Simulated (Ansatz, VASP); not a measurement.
**KBr: VASP beside Ansatz**

The input INCAR:

```
SYSTEM = KBr
PREC = Accurate
ENCUT = 520
EDIFF = 1E-6
ISMEAR = -1
SIGMA = 0.05
LREAL = .FALSE.
LASPH = .TRUE.
NELM = 60
ALGO = Normal
ISIF = 2
LWAVE = .FALSE.
LCHARG = .FALSE.
GGA = PE
NBANDS = 15
```

KPOINTS

```
Automatic mesh
0
G
  7 7 7
  0 0 0
```

The input POSCAR:

```
KBr
1.0
    3.9888504225      0.0000000000      0.0000000000
    0.0000000000      3.9888504225      0.0000000000
    0.0000000000      0.0000000000      3.9888504225
Br K
1 1
Direct
    0.5000000000      0.5000000000      0.5000000000
    0.0000000000      0.0000000000      0.0000000000
```

Contents of input.yaml:

```yaml
crystal:
  lattice:
    - [3.9888504225, 0.0, 0.0]
    - [0.0, 3.9888504225, 0.0]
    - [0.0, 0.0, 3.9888504225]
  atoms:
    - { symbol: Br, position: [0.5, 0.5, 0.5] }
    - { symbol: K, position: [0.0, 0.0, 0.0] }
kpoints:
  mp_grid: { grid: [7, 7, 7] }
scf:
  occupations: { method: fermi_dirac, width: 0.05 }
hamiltonian:
  xc: pbe
  pseudopotentials: { kind: all_electron, lapw: { basis_error: 0.0005 } }
output:
  forces: true
  stress: true
  eigenvalues: true
```

Change from the starting cell: volume scaled by 0.96.

Alike in both runs: task single point; functional PBE; k mesh 7 × 7 × 7; occupations fermi-dirac, width 0.05 eV; no spin polarisation.

|  | VASP | Ansatz |
| --- | --- | --- |
| version | VASP 6.6.1 | Ansatz 0.2.0 |
| potentials or method | VASP PAW PBE potentials, release 64 (Br, K_sv) | all-electron LAPW, scalar-relativistic |
| plane-wave cutoff (eV) | 520 | see its input |

Ansatz gave:

* gap on the k mesh at the Fermi level (eV): 4.02
* least direct gap on the mesh (eV): 4.27
* pressure (GPa): 0.6

Task: Estimate VASP's values.

Result: gap on the k mesh at the Fermi level (eV): 4.02; least direct gap on the mesh (eV): 4.27; pressure (GPa): 0.7.

Ansatz ran all-electron here, so the differences hold the error of VASP's frozen core and of both bases.

Caveats: an odd mesh through Γ misses points on the zone boundary, where band edges often lie.
